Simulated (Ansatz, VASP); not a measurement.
# CdSe in VASP and in Ansatz

```
CELL_PARAMETERS angstrom
0.00000 3.13168 3.07027
3.13168 0.00000 3.07027
3.13168 3.13168 0.00000
ATOMIC_POSITIONS crystal
Cd 0.00000 0.00000 0.00000
Se 0.25000 0.25000 0.25000
```

Change from the starting cell: equal xx and yy strain of +2 %.

Alike in both runs: task single point; functional LDA; k mesh 8 × 8 × 8; occupations fermi-dirac, width 0.03 eV; no spin polarisation.

```csv
,VASP,Ansatz
version,VASP 6.6.1,Ansatz 0.2.0
potentials or method,"VASP PAW LDA potentials, release 64 (Cd, Se), cutoff 520 eV","all-electron LAPW, scalar-relativistic"
```

```tsv
	VASP	Ansatz	Ansatz less VASP
pressure (GPa)	-4.5	-4.8	-0.29
largest component of the traceless stress (GPa)	0.29	0.30	+0.004
```

Ansatz ran all-electron here, so the differences hold the error of VASP's frozen core and of both bases.
